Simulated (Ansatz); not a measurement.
Method: DFT PBE, scalar-relativistic, plane waves, PAW in Ansatz 0.2.0. Settings: cutoff 420 eV, Γ-centred meshes spaced at most about 0.3 Å⁻¹, and about 0.25 Å⁻¹ or finer for metals (2π included), Gaussian smearing. No spin polarisation in the final relaxations.

These are static total energies at zero pressure.

Two forms of In2GaP3 were relaxed alike.

A. Space group I4/mmm (No. 139), tetragonal, a = 3.845 Å, c = 16.237 Å. In is surrounded by 6 P at 2.71–2.80 Å; Ga is surrounded by 6 P at 2.61–2.72 Å; around P on a site of symmetry 4/mmm lie 2 In at 2.71 Å and 4 Ga at 2.72 Å; around P on a site of symmetry 4mm lie 1 Ga at 2.61 Å and 5 In at 2.72–2.80 Å.

B. Space group P3m1 (No. 156), trigonal, a = 4.107 Å, c = 10.098 Å. Around In on its first site lie 4 P at 2.55–2.58 Å; around In on its second site lie 4 P at 2.54–2.57 Å; Ga has 4 P at 2.38–2.48 Å; P on its first site has 3 Ga at 2.48 Å and 1 In at 2.58 Å; around P on its second site lie 1 Ga at 2.38 Å and 3 In at 2.54 Å; 1 more site not described.

Problem. Which is lower in energy, and by how much?

Solution. B is lower, by 0.30 eV/atom. A has In and Ga ordered on rock salt sites, space group I4/mmm (No. 139), 20.0 Å³/atom and no gap on its mesh; B has In and Ga ordered on zinc blende sites, space group P3m1 (No. 156), 24.6 Å³/atom and a gap of 0.42 eV. Counting P atoms around Ga and In (those within 1.25 times the shortest such distance or 1.15 times the sum of covalent radii), A has In 6, Ga 6 and B has In 4, Ga 4. The lower one is the more open, so pressure narrows the difference. Both come from invented guesses.

Kohn–Sham gaps at this level usually fall short of measured ones. With atoms moved at random, P3m1 came back. Other cells relaxed within their symmetry can be saddle points.
